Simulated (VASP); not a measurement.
Write the native input for VASP 6.6.1 that does the following.

```yaml
Task: single point
Functional: LDA
Potentials_or_basis: VASP PAW LDA potentials, release 64 (Al, O)
Cutoff: 520 eV
k_mesh: 7 × 7 × 3
Occupations: gaussian, width 0.01 eV
Spin: no spin polarisation
Dipole_correction: no
Further_INCAR_settings: ALGO = Normal; EDIFF = 1e-07; NBANDS = 35
```

The structure of Al2O3 lies in POSCAR:

```
Al2O3
1.0
    1.3369600000     -4.4770600000      0.0000000000
    1.3369600000      4.4770600000      0.0000000000
    0.0000000000      0.0000000000      7.0450300000
Al O
4 6
Direct
    0.0000000000      0.0000000000      0.5000000000
    0.2454481021      0.7545518979      0.7500000000
    0.7545518979      0.2454481021      0.2500000000
    0.0000000000      0.0000000000      0.0000000000
    0.6330484857      0.3669515143      0.9216816997
    0.8905832527      0.1094167473      0.7500000000
    0.3669515143      0.6330484857      0.0783183003
    0.3669515143      0.6330484857      0.4216816997
    0.1094167473      0.8905832527      0.2500000000
    0.6330484857      0.3669515143      0.5783183003
```

Measurements of this composition are mostly on another form, of space group No. 167.

The input as run:

INCAR

```
ALGO = Normal
EDIFF = 1E-7
ENCUT = 520
ISIF = 2
ISMEAR = 0
LASPH = True
LCHARG = True
LELF = True
LREAL = False
LVHAR = True
LWAVE = False
NBANDS = 35
NELM = 100
PREC = Accurate
SIGMA = 0.01
```

KPOINTS

```
k-points
0
Gamma
  7 7 3
```

Potentials or basis: VASP PAW LDA potentials, release 64 (Al, O).

Run with:

```bash
$ cat potpaw_LDA.64/Al/POTCAR potpaw_LDA.64/O/POTCAR > POTCAR
$ mpirun -np 1 vasp_std > vasp.out
```

It gave:

```yaml
Pressure: -10.9 GPa
Largest_force: 0.068 eV/Å
Band_gap_on_the_k_mesh: 4.25 eV, direct
```

Caveat: an odd mesh through Γ misses points on the zone boundary, where band edges often lie.

Wall time 120 s on 1 thread of Intel(R) Xeon(R) Platinum 8488C (Sapphire Rapids), on a shared host, peak memory 0.23 GiB.
